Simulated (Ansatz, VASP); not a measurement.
**One calculation of Ag, two programs**

File INCAR:

```
PREC = Accurate
ENCUT = 520
EDIFF = 1E-7
ISMEAR = -1
SIGMA = 0.05
LREAL = F
LASPH = T
NELM = 100
ALGO = Normal
ISIF = 2
LWAVE = F
LCHARG = F
GGA = PS
NBANDS = 30
```

KPOINTS

```
Automatic mesh
0
Gamma
  11 11 3
```

File POSCAR:

```
Ag
1.0
    2.8471925156      0.0000000000      0.0000000000
   -1.4235962578      2.4657410479      0.0000000000
    0.0000000000      0.0000000000      9.8648482973
Ag
4
Direct
    0.0000000000      0.0000000000      0.5000000000
    0.0000000000      0.0000000000      0.0000000000
    0.6666666667      0.3333333333      0.7500000000
    0.3333333333      0.6666666667      0.2500000000
```

File input.yaml:

```yaml
crystal:
  lattice:
    - [2.8471925156, 0.0, 0.0]
    - [-1.4235962578, 2.4657410479, 0.0]
    - [0.0, 0.0, 9.8648482973]
  atoms:
    - { symbol: Ag, position: [0.0, 0.0, 0.5] }
    - { symbol: Ag, position: [0.0, 0.0, 0.0] }
    - { symbol: Ag, position: [0.6666666667, 0.3333333333, 0.75] }
    - { symbol: Ag, position: [0.3333333333, 0.6666666667, 0.25] }
hamiltonian:
  xc: pbesol
  pseudopotentials: { kind: paw }
kpoints:
  mp_grid: { grid: [11, 11, 3] }
scf:
  occupations: { method: fermi_dirac, width: 0.05 }
output:
  forces: true
  stress: true
  eigenvalues: true
```

Change from the starting cell: volume scaled by 0.96.

Alike in both runs: task single point; functional PBEsol; k mesh 11 × 11 × 3; occupations fermi-dirac, width 0.05 eV; no spin polarisation.

|  | VASP | Ansatz |
| --- | --- | --- |
| version | VASP 6.6.1 | Ansatz 0.2.0 |
| potentials or method | VASP PAW PBE potentials, release 64 (Ag) | Ansatz PAW |
| plane-wave cutoff (eV) | 520 | 420 |
| valence electrons in the cell | 44 | 76 |

Ansatz gave:

- gap on the k mesh at the Fermi level (eV): none
- pressure (GPa): -3.7
- largest component of the traceless stress (GPa): 2.91

Task: Estimate VASP's values.

Result: gap on the k mesh at the Fermi level (eV): none; pressure (GPa): -3.8; largest component of the traceless stress (GPa): 2.87.

A gap of «none» marks a metal or a gap that the smearing closes. The functional is the same, so the differences come from potentials, cutoffs and numerics. The two sets of potentials don't hold the same shells in valence.

Caveats: the PAW data sets were made with another functional, which shifts forces and pressure a little (VASP); the PAW data sets come from PBE, with cores solved anew for the run's functional, which leaves a small shift of forces and pressure (Ansatz).
